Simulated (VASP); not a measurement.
# BaF2 (Frankdicksonite) (Fm-3m) in VASP: a series of runs, part 2 of 2

VASP 6.6.1.

### 3 Relaxation of cell and atoms, LDA

This run uses another cell than the first one, of 19.86 Å³/atom, 1.058 times its volume.

File INCAR:

```
ALGO = Normal
EDIFF = 1E-6
EDIFFG = -0.01
ENCUT = 600
IBRION = 2
ISIF = 3
ISMEAR = 0
LASPH = T
LCHARG = F
LREAL = F
LWAVE = F
NELM = 80
NSW = 90
PREC = Accurate
SIGMA = 0.03
```

File KPOINTS:

```
k-points
0
Gamma
  8 8 8
```

File POSCAR:

```
BaF2
1.0
    0.0000000000      3.1000500000      3.1000500000
    3.1000500000      0.0000000000      3.1000500000
    3.1000500000      3.1000500000      0.0000000000
Ba F
1 2
Direct
    0.0000000000      0.0000000000      0.0000000000
    0.2500000000      0.2500000000      0.2500000000
    0.7500000000      0.7500000000      0.7500000000
```

Potentials or basis: VASP PAW LDA potentials, release 64 (Ba_sv, F).

Launch:

```sh
cat potpaw_LDA.64/Ba_sv/POTCAR potpaw_LDA.64/F/POTCAR > POTCAR
mpirun -np 1 vasp_std > vasp.out
```

OUTCAR:

```text
EDIFF = 1E-6
   EDIFFG = -0.01
   ENCUT = 600
   IBRION = 2
   ISIF = 3
   ISMEAR = 0
   LASPH = T
   LREAL = F
   NELM = 80
   NSW = 90
   PREC = Accurate

 ion  position               nearest neighbor table
   1  0.000  0.000  0.000-   3 2.68   3 2.68   2 2.68   3 2.68   2 2.68   2 2.68   3 2.68   2 2.68

   2  0.250  0.250  0.250-   1 2.68   1 2.68   1 2.68   1 2.68
   3  0.750  0.750  0.750-   1 2.68   1 2.68   1 2.68   1 2.68

  LATTYP: Found a face centered cubic cell.
 ALAT       =     6.2001000000

  Lattice vectors:

 A1 = (   0.0000000000,   3.1000500000,   3.1000500000)
 A2 = (   3.1000500000,   0.0000000000,   3.1000500000)
 A3 = (   3.1000500000,   3.1000500000,   0.0000000000)

Analysis of symmetry for initial positions (statically):
=====================================================================
 Subroutine PRICEL returns:
 Original cell was already a primitive cell.

 Routine SETGRP: Setting up the symmetry group for a
 face centered cubic supercell.

 Subroutine GETGRP returns: Found 48 space group operations
 (whereof 48 operations were pure point group operations)
 out of a pool of 48 trial point group operations.

The static configuration has the point symmetry O_h .

Analysis of symmetry for dynamics (positions and initial velocities):
=====================================================================
 Subroutine PRICEL returns:
 Original cell was already a primitive cell.

 Routine SETGRP: Setting up the symmetry group for a
 face centered cubic supercell.

 Subroutine GETGRP returns: Found 48 space group operations
 (whereof 48 operations were pure point group operations)
 out of a pool of 48 trial point group operations.

The dynamic configuration has the point symmetry O_h .

 Subroutine INISYM returns: Found 48 space group operations
 (whereof 48 operations are pure point group operations),
 and found     1 'primitive' translations

----------------------------------------------------------------------------------------
[... 123 lines left out ...]
   IVDW    =     0    specifies the selected vdW correction
   LEPSILON=     F    determine dielectric tensor
   LRPA    =     F    only Hartree local field effects (RPA)
 conjugate gradient relaxation of ions
 non-spin polarized calculation
 Gauss-broadening in eV      SIGMA  =   0.03
  energy-cutoff  :      600.00
  volume of cell :       59.58
 maximum number of plane-waves:      2012
   NGX = 17   NGY = 17   NGZ = 17

--------------------------------------- Ionic step        1  -------------------------------------------

 number of electron      24.0000002 magnetization

 Free energy of the ion-electron system (eV)
  ---------------------------------------------------
  ext. energy  EPLUGINS =         0.00000000
  ---------------------------------------------------
  free energy    TOTEN  =       -18.59923909 eV

  energy without entropy =      -18.59923909  energy(sigma->0) =      -18.59923909

------------------------ aborting loop because EDIFF is reached ----------------------------------------

  FORCE on cell =-STRESS in cart. coord.  units (eV):
  Direction    XX          YY          ZZ          XY          YZ          ZX
  --------------------------------------------------------------------------------------
  -------------------------------------------------------------------------------------
  Total       -1.2854330     -1.2854330     -1.2854330      0.0000000     -0.0000000      0.0000000
  in kB      -34.5639963    -34.5639963    -34.5639963      0.0000000     -0.0000000      0.0000000
  external PRESSURE =     -34.5639963 kB  Pullay stress =       0.0000000 kB
[... 61 lines left out ...]
--------------------------------------- Ionic step        3  -------------------------------------------

 number of electron      23.9999989 magnetization

 Free energy of the ion-electron system (eV)
  ---------------------------------------------------
  ext. energy  EPLUGINS =         0.00000000
  ---------------------------------------------------
  free energy    TOTEN  =       -18.63618947 eV

  energy without entropy =      -18.63618947  energy(sigma->0) =      -18.63618947

 E-fermi :  -1.9929     XC(G=0):  -9.5931

 val. band max:       -2.2131824095   @ k =  -0.2500   0.2500   0.0000
 cond. band min:       4.3984732413   @ k =   0.0000   0.0000   0.0000
 fundamental gap:      6.6116556509
 Fermi energy:        -1.9929017239

 k-point     1 :       0.0000    0.0000    0.0000
  band No.  band energies     occupation
      1     -25.0254      2.00000
      2     -20.8158      2.00000
      3     -20.6964      2.00000
      4      -9.7996      2.00000
      5      -9.7996      2.00000
      6      -9.7996      2.00000
[... 433 lines left out ...]
      3     -20.9980      2.00000
      4     -10.1867      2.00000
      5      -9.9796      2.00000
      6      -9.9764      2.00000
[... 8 lines left out ...]
     15       7.5007      0.00000
     16       8.2591      0.00000

 [... further k-points ...]
[... 5 lines left out ...]
  --------------------------------------------------------------------------------------
  -------------------------------------------------------------------------------------
  Total        0.0016035      0.0016035      0.0016035     -0.0000000      0.0000000      0.0000000
  in kB        0.0456016      0.0456016      0.0456016     -0.0000000      0.0000000      0.0000000
  external PRESSURE =       0.0456016 kB  Pullay stress =       0.0000000 kB
[... 18 lines left out ...]
  FREE ENERGIE OF THE ION-ELECTRON SYSTEM (eV)
  ---------------------------------------------------
  free  energy   TOTEN  =       -18.6361894653 eV

  energy  without entropy=      -18.6361894653  energy(sigma->0) =      -18.63618947

 reached required accuracy - stopping structural energy minimisation
```

OSZICAR:

```text
N       E                     dE             d eps       ncg     rms          rms(c)
DAV:   1     0.169883515133E+03    0.16988E+03   -0.14407E+04   928   0.158E+03
[... 25 lines left out ...]
       N       E                     dE             d eps       ncg     rms          rms(c)
DAV:   1    -0.186462982360E+02   -0.10690E-01   -0.21663E-01   928   0.423E+00    0.810E-01
DAV:   2    -0.186371002347E+02    0.91980E-02   -0.56269E-02   928   0.180E+00    0.133E-01
DAV:   3    -0.186363738941E+02    0.72634E-03   -0.18629E-03   968   0.401E-01    0.788E-02
DAV:   4    -0.186361808011E+02    0.19309E-03   -0.10855E-03  1368   0.224E-01    0.249E-02
DAV:   5    -0.186361834092E+02   -0.26081E-05   -0.32365E-05   984   0.467E-02    0.150E-02
DAV:   6    -0.186361897632E+02   -0.63539E-05   -0.11445E-05  1200   0.295E-02    0.691E-03
DAV:   7    -0.186361894653E+02    0.29788E-06   -0.20130E-06   744   0.115E-02
   3 F= -.18636189E+02 E0= -.18636189E+02  d E =-.369504E-01
```

CONTCAR:

```text
BaF2
   1.00000000000000
     0.0000000000000000    3.0427078162563261    3.0427078162563261
     3.0427078162563261   -0.0000000000000000    3.0427078162563261
     3.0427078162563261    3.0427078162563261    0.0000000000000000
  Ba              F
     1     2
Direct
     0.0000000000000000    0.0000000000000000    0.0000000000000000
     0.2500000000000000    0.2500000000000000    0.2500000000000000
     0.7500000000000000    0.7500000000000000    0.7500000000000000

  0.00000000E+00  0.00000000E+00  0.00000000E+00
  0.00000000E+00  0.00000000E+00  0.00000000E+00
  0.00000000E+00  0.00000000E+00  0.00000000E+00
```

Run time: 61 s. Hardware: 1 thread of Intel Xeon Platinum 8488C (Sapphire Rapids), shared host; peak memory 0.19 GiB.

What came out:

```
Free energy                            : -18.6362 eV
Relaxed volume                         : 18.78 Å³/atom
Relaxed cell                           : a = 4.303 Å, b = 4.303 Å, c = 4.303 Å, α = 60.00°, β = 60.00°, γ = 60.00°
Space group after relaxing (to 0.05 Å) : Fm-3m (No. 225)
Energy gained by relaxing              : 12.3 meV/atom
Ionic steps                            : 3
Pressure after relaxing                : 0.0 GPa
Band gap on the k mesh                 : 6.61 eV, indirect (least direct gap 6.74 eV)
```

Step by step:
```
step  energy change (eV)  largest force (eV/Å)  pressure (GPa)  volume (Å³)
   1              0.0000                0.0000           -3.46        59.58
   2             -0.0364                0.0000            0.48        55.97
   3             -0.0370                0.0000            0.00        56.34
```

Final structure:
```
Ba F
1.0
     0.00000    3.04271    3.04271
     3.04271    0.00000    3.04271
     3.04271    3.04271    0.00000
Ba F
1 2
Cartesian
  0.0000 0.0000 0.0000
  1.5214 1.5214 1.5214
  4.5641 4.5641 4.5641
```

Levels at points of the mesh, in eV from the valence-band top:
```tsv
k point	band 9	band 10	band 11	band 12	band 13	band 14	band 15	band 16
(0.00, 0.00, 0.00)	-1.75	-0.13	-0.13	-0.13	6.61	9.26	9.26	11.76
(0.50, 0.00, 0.00)	-0.78	-0.37	-0.18	-0.18	9.26	9.26	9.27	9.56
(0.50, 0.50, 0.00)	-0.47	-0.30	-0.30	-0.21	7.07	9.15	10.97	12.38
```

Caveat: spin-orbit coupling is left out, which moves the levels of the heavy elements. LDA usually gives volumes a few per cent too small.
